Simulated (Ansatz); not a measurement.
Level of theory: DFT PBE, scalar-relativistic, plane waves, PAW in Ansatz 0.2.0. All cells share a 420 eV cutoff and Γ-centred k meshes spaced at most about 0.3 Å⁻¹ (2π included). No spin polarisation.

Each guess is relaxed in cell and atoms at zero pressure, on a coarse mesh first where it starts far from rest and then on a converged one. The steps can't lower the symmetry of the start, but it can rise. Energies are static (0 K, no zero-point motion).

Two unrelaxed guesses for HfSi3O8:

A.

```yaml
crystal:
  lattice:
    - [3.36638, -3.36638, 0.00000]
    - [3.36638, 3.36638, 0.00000]
    - [0.00000, 0.00000, 6.07680]
  atoms:
    - { symbol: Hf, position: [0.50000, 0.50000, 0.50000] }
    - { symbol: Si, position: [0.00000, 0.00000, 0.75000] }
    - { symbol: Si, position: [0.00000, 0.00000, 0.25000] }
    - { symbol: Si, position: [0.50000, 0.50000, 0.00000] }
    - { symbol: O, position: [0.69330, 0.30670, 0.75000] }
    - { symbol: O, position: [0.69330, 0.30670, 0.25000] }
    - { symbol: O, position: [0.19330, 0.19330, 0.00000] }
    - { symbol: O, position: [0.19330, 0.19330, 0.50000] }
    - { symbol: O, position: [0.30670, 0.69330, 0.75000] }
    - { symbol: O, position: [0.30670, 0.69330, 0.25000] }
    - { symbol: O, position: [0.80670, 0.80670, 0.00000] }
    - { symbol: O, position: [0.80670, 0.80670, 0.50000] }
```

B.

```yaml
crystal:
  lattice:
    - [3.65170, 0.00000, 0.00000]
    - [0.00000, 3.65170, 0.00000]
    - [0.00000, 0.00000, 10.32858]
  atoms:
    - { symbol: Hf, position: [0.00000, 0.00000, 0.00000] }
    - { symbol: Si, position: [0.50000, 0.50000, 0.25000] }
    - { symbol: Si, position: [0.00000, 0.00000, 0.50000] }
    - { symbol: Si, position: [0.50000, 0.50000, 0.75000] }
    - { symbol: O, position: [0.00000, 0.50000, 0.12500] }
    - { symbol: O, position: [0.50000, 0.00000, 0.37500] }
    - { symbol: O, position: [0.00000, 0.50000, 0.62500] }
    - { symbol: O, position: [0.50000, 0.00000, 0.87500] }
    - { symbol: O, position: [0.00000, 0.50000, 0.37500] }
    - { symbol: O, position: [0.50000, 0.00000, 0.62500] }
    - { symbol: O, position: [0.00000, 0.50000, 0.87500] }
    - { symbol: O, position: [0.50000, 0.00000, 0.12500] }
```

Problem. Where do they end, and which end is lower?

Solution. A ends lower, by 0.79 eV/atom. A: Cmmm at 11.5 Å³/atom → Cmmm at 9.2 Å³/atom; B: P4/mmm at 11.5 Å³/atom → P4/mmm at 8.9 Å³/atom. Counting O atoms around Hf and Si (those within 1.25 times the shortest such distance or 1.15 times the sum of covalent radii, 1.27 where that leaves under three; a plus sign parts nearer from farther groups; a slash parts the counts of unlike sites), the end of A has Hf 6, Si 4+2/6 and the end of B has Hf 8, Si 8. End of A. Conventional cell: a = 6.086 Å, b = 6.345 Å, c = 5.732 Å. Hf has 6 O at 2.03–2.07 Å and 2 Si at 2.87 Å; Si on a site of symmetry mm2 has 6 O at 1.80–1.87 Å; O on a site of symmetry m has 2 Si at 1.77–1.80 Å and 1 Hf at 2.03 Å; 3 more sites not described. End of B. Conventional cell: a = 3.336 Å, c = 9.541 Å. Hf has 8 O at 2.14 Å; Si on a site of symmetry 4mm has 8 O at 2.02 Å; around O on its first site lie 2 Si at 2.02 Å, 2 Hf at 2.14 Å and 5 O at 2.28–2.36 Å; 2 more sites not described.

Ends held by symmetry can be saddle points. Neither end is the lowest form computed: that has space group P1 (No. 1) and lies 238 meV/atom below the better end. Spin–orbit coupling, which can matter for Hf, is left out. Some structure types and database cells were kept out of the candidates from the start, so a known form may be missing.
